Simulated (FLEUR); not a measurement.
# GaP (F-43m) in FLEUR: a series of runs, part 2 of 2

FLEUR MaX-R8.1 (later development tree). The steps go on from the part before.

## (3) Band structure, LDA

Changes to inp.xml since step 2:

```diff
@@ -9,3 +9,3 @@
       <coreElectrons ctail="T" frcor="F" kcrel="0" coretail_lmax="0"/>
-      <xcFunctional name="PBEs" relativisticCorrections="F"/>
+      <xcFunctional name="vwn" relativisticCorrections="F"/>
       <magnetism jspins="1"/>
```

crystal.txt

```
GaP
&input cartesian=F /
0.0000000000  2.7252500000  2.7252500000
2.7252500000  0.0000000000  2.7252500000
2.7252500000  2.7252500000  0.0000000000
1.8897261246
1.0 1.0 1.0

2
31 0.0000000000  0.0000000000  0.0000000000
15 0.7500000000  0.7500000000  0.7500000000

&kpt div1=8 div2=8 div3=8 gamma=T /
```

Changes to inp.xml (bands) since step 2:

```diff
@@ -9,3 +9,3 @@
       <coreElectrons ctail="T" frcor="F" kcrel="0" coretail_lmax="0"/>
-      <xcFunctional name="PBEs" relativisticCorrections="F"/>
+      <xcFunctional name="vwn" relativisticCorrections="F"/>
       <magnetism jspins="1"/>
```

Potentials or basis: all-electron, FLAPW.

Started as:

```
inpgen -f crystal.txt -profile fastHighL
# inp.xml edited to the form shown
fleur_MPI
fleur_MPI   # second run, on inp.xml (bands)
```

Output:

```text
Welcome to FLEUR        (www.flapw.de)
      MaX-Release 8.1          (www.max-centre.eu)

 ========== k-point set info ==========
 Selected k-point list: default-1
 k-point list type: mesh
 8 x 8 x 8
 Number of k points: 29

 ------------Calculation Setup---------------------------
 Number of MPI-tasks      :            1
 Number of PE/node        :            1
 Number of OMP-threads    :            1
 Most efficient MPI parallelization for:
           1          29
 Additional eigenvalue parallelization possible
 Number of basis functions:          693
 Approximate size of matrices (H+S) per k-point:         0.014 GB
 --------------------------------------------------------
 Iteration:     1   Distance:       8.32383977 me/bohr^3
 Iteration:     2   Distance:       7.59901713 me/bohr^3
 Iteration:     3   Distance:       4.16449704 me/bohr^3
 Iteration:     4   Distance:       1.21944132 me/bohr^3
 Iteration:     5   Distance:       0.97683122 me/bohr^3
 Iteration:     6   Distance:       0.24873224 me/bohr^3
 Iteration:     7   Distance:       0.06273052 me/bohr^3
 Iteration:     8   Distance:       0.02886079 me/bohr^3
 Iteration:     9   Distance:       0.00303433 me/bohr^3
 Iteration:    10   Distance:       0.00310658 me/bohr^3
 Iteration:    11   Distance:       0.00028974 me/bohr^3
 Iteration:    12   Distance:       0.00022946 me/bohr^3
 Iteration:    13   Distance:       0.00009039 me/bohr^3
 Iteration:    14   Distance:       0.00000356 me/bohr^3

 ********************************************************************
 Run finished successfully
 Stop message:
   all done
 ********************************************************************
```

output (bands):

```text
Welcome to FLEUR        (www.flapw.de)
      MaX-Release 8.1          (www.max-centre.eu)

 ========== k-point set info ==========
 Selected k-point list: path-1
 k-point list type: path
 Number of k points: 60

 ------------Calculation Setup---------------------------
 Number of MPI-tasks      :            1
 Number of PE/node        :            1
 Number of OMP-threads    :            1
 Most efficient MPI parallelization for:
           1           2           3           4           5           6          10          12          15          20          30          60
 Additional eigenvalue parallelization possible
 Number of basis functions:          693
 Approximate size of matrices (H+S) per k-point:         0.014 GB
 --------------------------------------------------------
 Fermi energy correction for insulators:
 No automatic correction of the Fermi energy has been performed.

 Note: Band structure data (together with different weights) is also stored in the banddos.hdf file.
       A convenient way of extracting and plotting the data from that file is by making use of the

 ********************************************************************
 Run finished successfully
 Stop message:
   Charge density postprocessing done.
 ********************************************************************
```

out.xml (last iteration):

```text
<iteration numberForCurrentRun="   14" overallNumber="   14">
         <energyParameters units="Htr">
            <atomicEP atomType="1" spin="1" branch="4s" branchLowest="-5.03" branchHighest="1.19" value="-0.0730479797"/>
            <atomicEP atomType="1" spin="1" branch="4p" branchLowest="-3.24" branchHighest="1.86" value="0.1140073134"/>
            <atomicEP atomType="1" spin="1" branch="3d" branchLowest="-9.99" branchHighest="-0.28" value="-0.3284283037"/>
            <atomicEP atomType="1" spin="1" branch="4f" branchLowest="-9.99" branchHighest="3.64" value="0.4606456166"/>
            <loAtomicEP atomType="1" spin="1" branch="3s" branchLowest="-45.91" branchHighest="-5.03" value="-5.0355242605"/>
            <loAtomicEP atomType="1" spin="1" branch="3p" branchLowest="-39.96" branchHighest="-3.24" value="-3.2445877285"/>
            <loAtomicEP atomType="1" spin="1" branch="3p" branchLowest="-39.96" branchHighest="-3.24" value="-3.2445877285"/>
            <heloAtomicEP atomType="1" spin="1" branch="4d" branchLowest="2.23" branchHighest="2.23" value="2.2326632931"/>
            <heloAtomicEP atomType="1" spin="1" branch="4d" branchLowest="2.23" branchHighest="2.23" value="2.2326632931"/>
            <loAtomicEP atomType="1" spin="1" branch="4f" branchLowest="-9.99" branchHighest="3.64" value="0.4606486506"/>
            <atomicEP atomType="2" spin="1" branch="3s" branchLowest="-5.93" branchHighest="1.13" value="-0.2598918615"/>
            <atomicEP atomType="2" spin="1" branch="3p" branchLowest="-4.14" branchHighest="1.66" value="-0.0453641302"/>
            <atomicEP atomType="2" spin="1" branch="3d" branchLowest="-9.99" branchHighest="2.12" value="0.1612314491"/>
            <atomicEP atomType="2" spin="1" branch="4f" branchLowest="-9.99" branchHighest="4.82" value="0.3281186308"/>
            <loAtomicEP atomType="2" spin="1" branch="2p" branchLowest="-9.99" branchHighest="-4.14" value="-4.1418047519"/>
            <loAtomicEP atomType="2" spin="1" branch="3s" branchLowest="-5.93" branchHighest="1.13" value="-0.2598918615"/>
            <loAtomicEP atomType="2" spin="1" branch="3d" branchLowest="-9.99" branchHighest="2.12" value="0.1612309206"/>
            <loAtomicEP atomType="2" spin="1" branch="4f" branchLowest="-9.99" branchHighest="4.82" value="0.3281227477"/>
         </energyParameters>
         <eigenvalues>
            <eigenvaluesAt spin="1" ikpt="1" k_x="0.00000000" k_y="0.00000000" k_z="0.00000000">
                      -5.0355225394       -4.1416869338       -4.1416869338       -4.1416869338       -3.2428917001
                      -3.2428917001       -3.2428917001       -0.3370761249       -0.3370761249       -0.3370761249
                      -0.3334648250       -0.3334648250       -0.2579499728        0.2021646348        0.2021646348
                       0.2021646348        0.2612143318        0.3414131429        0.3414131429        0.3414131429
                       0.5144912783        0.5597271759        0.5597271759        0.6530374616        0.6530374616
            </eigenvaluesAt>
            <eigenvaluesAt spin="1" ikpt="2" k_x="0.00000000" k_y="0.00000000" k_z="0.12500000">
                      -5.0355225115       -4.1416864779       -4.1416864779       -4.1416864164       -3.2428918585
                      -3.2428916129       -3.2428916129       -0.3375442424       -0.3369039292       -0.3369039292
                      -0.3334655663       -0.3334655663       -0.2505098567        0.1405010980        0.1935753125
[... 33 lines left out ...]
            <state n="2" l="1" j="1.5" energy="-39.6316225430" weight="2.0000000000"/>
         </coreStates>
         <coreStates atomType="     2" atomicNumber=" 15" spin="1" kinEnergy="    244.0486078840" eigValSum="   -163.5581395436" lostElectrons=" 0.000163">
            <state n="1" l="0" j="0.5" energy="-75.8493668575" weight="1.0000000000"/>
            <state n="2" l="0" j="0.5" energy="-5.9297029143" weight="1.0000000000"/>
         </coreStates>
         <allElectronCharges>
            <spinDependentCharge spin="1" total="46.0000000" interstitial="4.0786136" mtSpheres="41.9213864"/>
            <totalCharge value="45.9999999971"/>
         </allElectronCharges>
         <moessbauerParams unitsHFF="kG" unitsIS="e/bohr^3" unitsEFG="Htr/bohr^2">
            <coreIsomerShift atomType="1" isTotal="27861.03777">
               <shell n="1" l="0" isomerShift="25320.64800"/>
               <shell n="2" l="0" isomerShift="2519.75578"/>
               <shell n="2" l="1" isomerShift="20.63399"/>
            </coreIsomerShift>
            <coreIsomerShift atomType="2" isTotal="2355.72509">
               <shell n="1" l="0" isomerShift="2194.08926"/>
               <shell n="2" l="0" isomerShift="161.63583"/>
            </coreIsomerShift>
            <isomerShift atomType="1" nucleusRadius="0.0000972" averageDensity="28260.91357"/>
            <isomerShift atomType="2" nucleusRadius="0.0000742" averageDensity="2368.56325"/>
            <electricFieldGradient atomType="1" VXX="0.00000" VYY="0.00000" VZZ="0.00000" asymParam="0.00000">
            </electricFieldGradient>
            <electricFieldGradient atomType="2" VXX="0.00000" VYY="0.00000" VZZ="0.00000" asymParam="0.00000">
            </electricFieldGradient>
         </moessbauerParams>
         <totalEnergy                                    value="    -2282.3815724181" units="Htr">
            <sumOfEigenvalues                            value="    -1302.3372234647">
               <coreElectrons value="-1244.7076727481"/>
               <valenceElectrons value="-57.6295507166"/>
            </sumOfEigenvalues>
            <densityCoulombPotentialIntegral value="-3497.1124037172"/>
            <densityEffectivePotentialIntegral value="-3622.8015852300"/>
            <chargeDenXCDenIntegral value="-94.9566516922"/>
            <FockExchangeEnergyValence value="0.0000000000"/>
            <FockExchangeEnergyCore value="0.0000000000"/>
            <atomTypeDependentContributions atomType="1">
               <electronNucleiInteractionDifferentMTs value="2335.2819535814"/>
               <MadelungTerm value="-13.7952326488"/>
            </atomTypeDependentContributions>
            <atomTypeDependentContributions atomType="2">
               <electronNucleiInteractionDifferentMTs value="400.8148252094"/>
               <MadelungTerm value="-9.4410691929"/>
            </atomTypeDependentContributions>
            <tkbTimesEntropy value="0.0000000000"/>
            <freeEnergy value="-2282.3815724181"/>
            <extrapolationTo0K value="-2282.3815724181"/>
         </totalEnergy>
         <densityConvergence units="me/bohr^3">
            <chargeDensity spin="1" distance="0.0000035567"/>
         </densityConvergence>
      </iteration>
```

It took 4.2 min on 1 thread of Intel Xeon at 2.50GHz (Skylake/Cascade Lake), shared host; peak memory 0.08 GiB.

What came out:

```yaml
Free_energy: -62106.7665 eV
Band_gap_on_the_k_mesh: 1.49 eV, indirect (least direct gap 1.61 eV)
Band_gap_along_the_path: 1.44 eV, indirect (least direct gap 1.61 eV)
Valence_electrons_inside_the_program's_atomic_spheres: Ga 19.32; P 8.60 (radii Ga 2.19, P 1.94 bohr)
```

Levels at the corners of the path, in eV from the valence-band top:
```
point  band 13  band 14  band 15  band 16  band 17  band 18  band 19  band 20
    Γ   -12.52     0.00     0.00     0.00     1.61     3.79     3.79     3.79
    X    -9.52    -6.85    -2.71    -2.71     1.50     1.68    10.44    10.44
    W    -9.42    -6.65    -3.62    -3.47     4.59     4.77     5.96     6.01
    K    -9.56    -6.64    -3.99    -2.28     2.04     4.69     8.11     8.14
    Γ   -12.52     0.00     0.00     0.00     1.61     3.79     3.79     3.79
    L   -10.44    -6.71    -1.13    -1.13     1.50     4.63     4.63     8.06
    U    -9.56    -6.64    -3.99    -2.28     2.04     4.69     8.11     8.14
    W    -9.42    -6.65    -3.62    -3.47     4.59     4.77     5.96     6.01
    L   -10.44    -6.71    -1.13    -1.13     1.50     4.63     4.63     8.06
    K    -9.56    -6.64    -3.99    -2.28     2.04     4.69     8.11     8.14
    U    -9.56    -6.64    -3.99    -2.28     2.04     4.69     8.11     8.14
    X    -9.52    -6.85    -2.71    -2.71     1.50     1.68    10.44    10.44
```

Core levels (eV from the Fermi level):
```csv
atom,levels
1 Ga,"1s1/2 -10203.1, 2s1/2 -1254.8, 2p1/2 -1111.5, 2p3/2 -1083.9"
2 P,"1s1/2 -2069.5, 2s1/2 -166.9"
```

## (4) Band structure, r2SCAN

Changes to inp.xml since step 3:

```diff
@@ -7,5 +7,8 @@
       <cutoffs Kmax="5.05" Gmax="15.7" GmaxXC="15.7" numbands="0"/>
-      <scfLoop itmax="60" minDistance="0.00001" maxIterBroyd="15" imix="Anderson" alpha="0.05" precondParam="0.0" spinf="2.0" sdNocoIR="T"/>
-      <coreElectrons ctail="T" frcor="F" kcrel="0" coretail_lmax="0"/>
-      <xcFunctional name="vwn" relativisticCorrections="F"/>
+      <scfLoop itmax="80" minDistance="0.0001" maxIterBroyd="30" imix="Anderson" alpha="0.05" precondParam="0.0" spinf="2.0" sdNocoIR="T"/>
+      <coreElectrons ctail="F" frcor="F" kcrel="0" coretail_lmax="0"/>
+      <xcFunctional name="LibXC" relativisticCorrections="F">
+         <LibXCName exchange="mgga_x_r2scan" correlation="mgga_c_r2scan"/>
+         <AuxGGA exchange="117" correlation="130"/>
+      </xcFunctional>
       <magnetism jspins="1"/>
```

crystal.txt is that of step 3.

Changes to inp.xml (bands) since step 3:

```diff
@@ -7,5 +7,8 @@
       <cutoffs Kmax="5.05" Gmax="15.7" GmaxXC="15.7" numbands="0"/>
-      <scfLoop itmax="60" minDistance="0.00001" maxIterBroyd="15" imix="Anderson" alpha="0.05" precondParam="0.0" spinf="2.0" sdNocoIR="T"/>
-      <coreElectrons ctail="T" frcor="F" kcrel="0" coretail_lmax="0"/>
-      <xcFunctional name="vwn" relativisticCorrections="F"/>
+      <scfLoop itmax="80" minDistance="0.0001" maxIterBroyd="30" imix="Anderson" alpha="0.05" precondParam="0.0" spinf="2.0" sdNocoIR="T"/>
+      <coreElectrons ctail="F" frcor="F" kcrel="0" coretail_lmax="0"/>
+      <xcFunctional name="LibXC" relativisticCorrections="F">
+         <LibXCName exchange="mgga_x_r2scan" correlation="mgga_c_r2scan"/>
+         <AuxGGA exchange="117" correlation="130"/>
+      </xcFunctional>
       <magnetism jspins="1"/>
```

Started as:

```
inpgen -f crystal.txt -profile fastHighL
# inp.xml edited to the form shown
fleur_MPI
fleur_MPI   # second run, on inp.xml (bands)
```

Wall time 4.7 min (1 thread of Intel Xeon at 2.50GHz (Skylake/Cascade Lake), shared host); peak memory 0.09 GiB.

It converged, with:

```
Free energy                                           : -62220.1411 eV
Band gap on the k mesh                                : 1.89 eV, indirect (least direct gap 2.36 eV)
Band gap along the path                               : 1.85 eV, indirect (least direct gap 2.36 eV)
Valence electrons inside the program's atomic spheres : Ga 19.29; P 8.60 (radii Ga 2.19, P 1.94 bohr)
```

Levels at the corners of the path, in eV from the valence-band top:
```csv
point,band 12,band 13,band 14,band 15,band 16,band 17,band 18,band 19,band 20,band 21
Γ,-14.85,-13.02,0.00,0.00,0.00,2.36,4.18,4.18,4.18,9.46
X,-14.83,-9.93,-6.95,-2.80,-2.80,1.91,2.10,11.32,11.32,12.05
W,-14.84,-9.83,-6.73,-3.71,-3.54,5.03,5.30,6.54,6.59,12.41
K,-14.84,-9.96,-6.74,-4.08,-2.35,2.47,5.18,8.77,8.82,9.97
Γ,-14.85,-13.02,0.00,0.00,0.00,2.36,4.18,4.18,4.18,9.46
L,-14.84,-10.86,-6.84,-1.17,-1.17,2.04,5.05,5.05,8.81,11.66
U,-14.84,-9.96,-6.74,-4.08,-2.35,2.47,5.18,8.77,8.82,9.97
W,-14.84,-9.83,-6.73,-3.71,-3.54,5.03,5.30,6.54,6.59,12.41
L,-14.84,-10.86,-6.84,-1.17,-1.17,2.04,5.05,5.05,8.81,11.66
K,-14.84,-9.96,-6.74,-4.08,-2.35,2.47,5.18,8.77,8.82,9.97
U,-14.84,-9.96,-6.74,-4.08,-2.35,2.47,5.18,8.77,8.82,9.97
X,-14.83,-9.93,-6.95,-2.80,-2.80,1.91,2.10,11.32,11.32,12.05
```

Core levels (eV from the Fermi level):
```tsv
atom	levels
1 Ga	1s1/2 -10222.7, 2s1/2 -1256.5, 2p1/2 -1111.4, 2p3/2 -1083.7
2 P	1s1/2 -2077.9, 2s1/2 -167.7
```

Caveat: the meta-GGA is that of a development version, with a GGA for the radial functions and cores and without core tails.

## (5) The runs side by side

| level | max iterations | mixer history | density convergence | gap on the mesh (eV) |
| --- | --- | --- | --- | --- |
| PBEsol | 60 | 15 | 1e-05 me/bohr^3 | 1.52 |
| LDA | 60 | 15 | 1e-05 me/bohr^3 | 1.49 |
| r2SCAN | 80 | 30 | 0.0001 me/bohr^3 | 1.89 |

Alike in all rows: task band structure; potentials or basis all-electron, FLAPW; no spin polarisation; cell as given; k mesh 8 × 8 × 8; smearing fermi-dirac 0.05 eV; kmax 5.05 1/bohr.

On the cell as given the gap runs from 1.44 eV (LDA) to 1.85 eV (r2SCAN).

Caveats: the meta-GGA is that of a development version, with a GGA for the radial functions and cores and without core tails (some runs).

Compare energies only between runs with the same functional and basis.

## (6) How close it comes

Step 2. Against the measured gap of GaP, 2.34 eV (indirect; 10 K; quoted in “Stacking defects in GaP nanowires: Electronic structure and optical properties”, 2018, arxiv:1810.01194), the calculated 1.47 eV is off by -0.87 eV. Spin-orbit coupling on Ga is left out. The value is that of PBEsol, without temperature or zero-point motion. Semilocal functionals fall short of measured gaps as a rule.

Step 3. Measured gap of GaP: 2.34 eV (indirect; 10 K; quoted in “Stacking defects in GaP nanowires: Electronic structure and optical properties”, 2018, arxiv:1810.01194). This calculation gives 1.44 eV (-0.90 eV). Spin-orbit coupling on Ga is left out. The value is that of LDA, without temperature or zero-point motion. Semilocal functionals fall short of measured gaps as a rule.

Step 4. A measured gap of GaP is 2.34 eV (indirect; 10 K; quoted in “Stacking defects in GaP nanowires: Electronic structure and optical properties”, 2018, arxiv:1810.01194); the calculated 1.85 eV misses it by -0.49 eV. Spin-orbit coupling on Ga is left out. The value is that of r2SCAN, without temperature or zero-point motion.
